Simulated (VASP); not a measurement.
Write the native input for VASP 6.6.1 that does the following.

| Property | Result |
| --- | --- |
| Task | relaxation of cell and atoms |
| Functional | LDA |
| Potentials or basis | VASP PAW LDA potentials, release 64 (Rb_sv, Cl) |
| Cutoff | 600 eV |
| k mesh | 8 × 8 × 8 |
| Occupations | gaussian, width 0.03 eV |
| Spin | no spin polarisation |
| Further INCAR settings | ALGO = Normal; EDIFF = 1e-06; IBRION = 2; EDIFFG = -0.01; NSW = 90; ISIF = 3 |

The structure of RbCl lies in POSCAR:

```
RbCl
1.0
    0.0000000000      3.2740000000      3.2740000000
    3.2740000000      0.0000000000      3.2740000000
    3.2740000000      3.2740000000      0.0000000000
Rb Cl
1 1
Direct
    0.0000000000      0.0000000000      0.0000000000
    0.5000000000      0.5000000000      0.5000000000
```

These files were run (other wordings do the same):

INCAR

```
SYSTEM = RbCl
PREC = Accurate
ENCUT = 600
EDIFF = 1E-6
ISMEAR = 0
SIGMA = 0.03
LREAL = .False.
LASPH = .True.
NELM = 80
ALGO = Normal
ISIF = 3
LWAVE = .False.
LCHARG = .False.
IBRION = 2
NSW = 90
EDIFFG = -0.01
```

KPOINTS

```
regular mesh
0
Gamma
  8 8 8
  0 0 0
```

Potentials or basis: VASP PAW LDA potentials, release 64 (Rb_sv, Cl).

Run with:

```sh
$ cat potpaw_LDA.64/Rb_sv/POTCAR potpaw_LDA.64/Cl/POTCAR > POTCAR
$ mpirun -np 1 vasp_std > vasp.out
```

It gave:

The relaxed volume is 32.61 Å³/atom. The relaxed cell is a = 4.518 Å, b = 4.518 Å, c = 4.518 Å, α = 60.00°, β = 60.00°, γ = 60.00°. The space group after relaxing (to 0.05 Å) is Fm-3m (No. 225), the energy gained by relaxing is 11.7 meV/atom and the ionic steps are 3. The pressure after relaxing is 0.0 GPa and the band gap on the k mesh is 4.84 eV, direct.

It took 25 s on 1 thread of Intel(R) Xeon(R) 6975P-C (Granite Rapids), on a shared host, peak memory 0.21 GiB.
